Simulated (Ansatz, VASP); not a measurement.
BN in VASP and in Ansatz

Contents of INCAR:

```
PREC = Accurate
ENCUT = 520
EDIFF = 1E-6
ISMEAR = 0
SIGMA = 0.05
LREAL = F
LASPH = T
NELM = 100
ALGO = Normal
ISIF = 2
LWAVE = F
LCHARG = T
GGA = PE
IVDW = 12
LELF = T
LVHAR = T
NBANDS = 16
```

File KPOINTS:

```
regular mesh
0
Gamma
  12 12 4
```

POSCAR

```
BN
1.0
    2.5061233057      0.0000000000      0.0000000000
   -1.2530616528      2.1703664477      0.0000000000
    0.0000000000      0.0000000000      6.5973571420
B N
2 2
Direct
    0.0221160809      0.0442321619      0.4417948746
    0.3333333333      0.6666666667      0.0000000000
    0.0000000000      0.0000000000      0.0000000000
    0.6666666667      0.3333333333      0.5000000000
```

Input for Ansatz:

```yaml
crystal:
  lattice:
    - [2.5061233057, 0.0, 0.0]
    - [-1.2530616528, 2.1703664477, 0.0]
    - [0.0, 0.0, 6.597357142]
  atoms:
    - { symbol: B, position: [0.0221160809, 0.0442321619, 0.4417948746] }
    - { symbol: B, position: [0.3333333333, 0.6666666667, 0.0] }
    - { symbol: "N", position: [0.0, 0.0, 0.0] }
    - { symbol: "N", position: [0.6666666667, 0.3333333333, 0.5] }
basis:
  ecutwfc: 420
kpoints:
  mp_grid: { grid: [12, 12, 4] }
hamiltonian:
  xc: pbe
  dispersion: d3bj
scf:
  occupations: { method: gaussian, width: 0.05 }
output:
  forces: true
  stress: true
  eigenvalues: true
```

Alike in both runs: task single point; functional PBE; dispersion D3(BJ); k mesh 12 × 12 × 4; occupations gaussian, width 0.05 eV; no spin polarisation.

|  | VASP | Ansatz |
| --- | --- | --- |
| version | VASP 6.6.1 | Ansatz 0.2.0 |
| potentials or method | VASP PAW PBE potentials, release 64 (B, N) | scalar-relativistic, plane waves, PAW |
| plane-wave cutoff (eV) | 520 | 420 |
| valence electrons in the cell | 16 | 16 |

|  | VASP | Ansatz | Ansatz less VASP |
| --- | --- | --- | --- |
| gap on the k mesh at the Fermi level (eV) | 2.79 | 2.79 | -0.001 |
| least direct gap on the mesh (eV) | 3.11 | 3.11 | -0.002 |
| pressure (GPa) | -2.9 | -2.9 | -0.09 |
| largest component of the traceless stress (GPa) | 7.09 | 6.87 | -0.223 |
| rms of the force components (eV/Å) | 2.282 | 2.281 | -0.0013 |

Atom by atom the forces differ by 0.002 eV/Å (rms over components).

Caveats: forces of over 1 eV/Å show positions far from the minimum, so gaps and moduli don't describe the material at rest. A k mesh can miss the band edges.
